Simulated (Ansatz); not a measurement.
Sb, 1 atom in the cell. Symmetry: Pm-3m, No. 221, cubic system. Conventional cell: a = 3.160 Å, b = 3.160 Å, c = 3.160 Å, α = 90.00°, β = 90.00°, γ = 90.00°. Sb (site symmetry m-3m) is surrounded by 6 Sb at 3.16 Å. This isn't the form of Sb at room conditions, which is rhombohedral.

| Property | Result |
| --- | --- |
| Program | Ansatz 0.2.0 |
| Task | relaxation of cell and atoms |
| Functional | PBEsol |
| Potentials or basis | all-electron LAPW, scalar-relativistic |
| Basis error allowed | 0.001 eV/atom |
| k mesh | 8 × 8 × 8 |
| Occupations | fermi-dirac, width 0.05 eV |
| Spin | no spin polarisation |
| Target pressure | 5 GPa |

Potentials or basis: all-electron LAPW, scalar-relativistic.

Run with:

```bash
$ ansatz run input.yaml --threads 1 --pin off --max-ram 3072MiB --backend cpu --events-out ev --progress --plain --runs-dir out
```

Hardware: 1 thread of Arm Neoverse V1 (shared host).

**Question.** How long does it take, and how much memory?

**Answer.** It took 8.6 s on 1 thread of Arm Neoverse V1, with other jobs on the host, peak memory 0.23 GiB. Counts: scf iterations 18, plane waves 203, k points 35, bands 16, ion steps 5.
